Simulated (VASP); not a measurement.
**MgB2: equation of state with PBE**

Crystal: MgB2.

```
Mg B
1.0
     3.08500    0.00000    0.00000
    -1.54250    2.67169    0.00000
     0.00000    0.00000    3.52300
Mg B
1 2
Direct
  0.00000 0.00000 0.00000
  0.66667 0.33333 0.50000
  0.33333 0.66667 0.50000
```

| Quantity | Value |
| --- | --- |
| Program | VASP 6.6.1 |
| Task | equation of state |
| Functional | PBE |
| Potentials or basis | VASP PAW PBE potentials, release 64 (Mg, B) |
| Cutoff | 520 eV |
| k mesh | 10 × 10 × 8 |
| Occupations | fermi-dirac, width 0.05 eV |
| Spin | no spin polarisation |

The equilibrium volume is 9.61 Å³/atom, the bulk modulus at fixed shape and positions is 153 GPa and the pressure derivative of the bulk modulus is 3.6.

Energy against volume, from the lowest point:
```csv
volume (Å³/atom),energy (meV/atom)
9.098,13.83
9.292,5.00
9.485,0.52
9.679,0.00
9.873,3.08
10.066,9.45
10.260,18.81
```

All runs of the series together: 110 s on 1 thread of Intel(R) Xeon(R) Platinum 8488C (Sapphire Rapids), with other jobs on the host.

Caveat: the cell was scaled at fixed shape and fractional positions, which overstates the stiffness of a crystal with free parameters, most of all of layers and chains.
